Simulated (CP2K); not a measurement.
Crystal: CuI (Marshite).

```
I Cu
1.0
     4.28719    0.00000    0.00000
     2.14359    3.71281    0.00000
     2.14359    1.23760    3.50047
I Cu
1 1
Direct
  0.00000 0.00000 0.00000
  0.75000 0.75000 0.75000
```

Base run:

* Program: CP2K 2026.2
* Functional: BEEF-vdW
* Potentials or basis: POTENTIAL_UZH I GTH-PBE-q7, Cu GTH-PBE-q11; TZVP-MOLOPT-PBE-GTH basis
* Density cutoff: 9184 eV
* k mesh: 8 × 8 × 8
* Occupations: fermi-dirac, width 0.05 eV
* Spin: no spin polarisation

Its results: band gap on the k mesh 1.24 eV, direct; pressure 3.2 GPa.

**Question.** After a change of settings the same cell gave: band gap on the k mesh 0.93 eV, direct; pressure -2.0 GPa. Which change was it?
A. functional from BEEF-vdW to LDA
B. functional from BEEF-vdW to rev-vdW-DF2
C. functional from BEEF-vdW to r2SCAN
D. functional from BEEF-vdW to revPBE

**Answer.** C.

Caveats: the potentials were made for another functional, which shifts forces and pressure; spin-orbit coupling is left out, which moves the levels of the heavy elements; the basis of atomic orbitals isn't converged, which shifts pressures, moduli and gaps.
